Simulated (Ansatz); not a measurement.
What moves the pressure of MoP?

```
CELL_PARAMETERS angstrom
3.22300 0.00000 0.00000
-1.61150 2.79120 0.00000
0.00000 0.00000 3.19100
ATOMIC_POSITIONS crystal
Mo 0.00000 0.00000 0.00000
P 0.33333 0.66667 0.50000
```

Atoms are numbered in the order listed.

The cell is COD entry 1539074, as deposited and not checked against the literature; nothing was relaxed.

Spin polarisation is left out, and whether a magnetic state lies lower isn't shown here.

All numbers below come from DFT, PBE, all-electron LAPW, scalar-relativistic (Ansatz 0.2.0).

Numerical set-up: a Γ-centred 15×15×13 k mesh, Fermi–Dirac smearing of 0.08 eV, basis error target 0.25 meV/atom, no spin polarisation.

In this reference run the pressure is 2.8 GPa (positive in compression). Each change below is made alone, on the same k mesh, with fractional coordinates held unless an atom is moved; x, y and z are the Cartesian axes.

(1) Order the changes by the shift of the pressure, most negative first.
A. no relativity
B. spin-orbit coupling on
C. volume scaled by 1.02
D. volume scaled by 0.98
E. functional lda
F. functional pbesol

Answers

(1) E (-9.8 GPa), F (-6.4 GPa), C (-4.5 GPa), B (0.0 GPa), A (+2.2 GPa), D (+5.0 GPa).
